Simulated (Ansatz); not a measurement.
We consider cubic perovskite CsPbI₃ (cubic high-temperature phase), described by HSE06 (Ansatz, a program for electronic structure, PAW).

Run with plane-wave cutoff 460 eV, 4×4×4 k mesh, Fermi–Dirac smearing 0.01 eV, scalar-relativistic PAW data made under PBE.

Pressure at four volumes; x = ln(V/51.568 Å³). One pressure is withheld.

```tsv
V (Å³/atom)	x	P (GPa)
48.965	-0.0518	0.915
51.568	0.0000	-0.007
52.831	0.0242	-0.368
54.120	0.0483	?
```

Question: Pass a parabola P(x) through the three rows shown, estimate the bulk modulus and its pressure derivative near zero pressure, and predict the withheld pressure.

Answer: Slopes between the rows: (-0.007 − (0.915))/(0.0000 − (-0.0518)) = -17.80 and (-0.368 − (-0.007))/(0.0242 − (0.0000)) = -14.92 GPa. Their difference over the span 0.0760 is c = 2.88/0.0760 = 37.9 GPa, so P(x) = 0.915 + (-17.80)(x − (-0.0518)) + 37.9 (x − (-0.0518))(x − (0.0000)). At the middle row B = −dP/dx = −[-17.80 + 37.9 × 0.0518] = 15.8 GPa, and B′ = dB/dP = 2c/B = 4.8. At x = 0.0483 the parabola gives -0.684 GPa; the run gives -0.686 GPa. The Birch–Murnaghan fit to the energies at all volumes has B0 = 15.8 GPa and B′ = 4.7.

Note: the relaxation could not lower the start's symmetry, so the cell can be a saddle point above a distorted one.

Spin–orbit coupling is not included; it can shift volumes and moduli of such heavy elements.
